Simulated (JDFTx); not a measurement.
# Tc in JDFTx: convergence with rho ratio

The system is Tc.

```
CELL_PARAMETERS angstrom
2.74000 0.00000 0.00000
-1.37000 2.37291 0.00000
0.00000 0.00000 4.39800
ATOMIC_POSITIONS crystal
Tc 0.70463 0.37644 0.75259
Tc 0.35139 0.66152 0.25869
```

The cell isn't the ideal one: atoms moved at random, drawn with an rms of 0.1 Å.

```yaml
Program: JDFTx 1.7.0 (patched build)
Task: convergence study
Functional: LDA
Potentials_or_basis: PseudoDojo-SR-LDA-0.4.1-standard
Cutoff: 1197 eV
Density_cutoff: 4789 eV
k_mesh: 6 × 6 × 3
Occupations: fermi-dirac, width 0.05 eV
Spin: no spin polarisation
```

These are the settings of the first run; the series varies rho ratio, with any setting tied to it.

Hardware: 1 thread of Intel(R) Xeon(R) Platinum 8488C (Sapphire Rapids) (shared host).

```tsv
rho ratio	energy less the tightest run, at zero smearing (meV/atom)	SCF cycles	CPU time (s)	peak memory (GiB)
4	0.00	12	59	0.18
5	0.00	12	63	0.18
6	0.00	12	65	0.18
8	0.00	12	78	0.2
10	0.00	12	69	0.19
```

Against the tightest run, the energy stays within 1 meV/atom from 4 on. The tightest run that finished is the yardstick and may itself not be fully converged.

Caveat, for the tightest run too: the k mesh is coarse (spacing up to 0.48 Å⁻¹), so the values aren't converged.
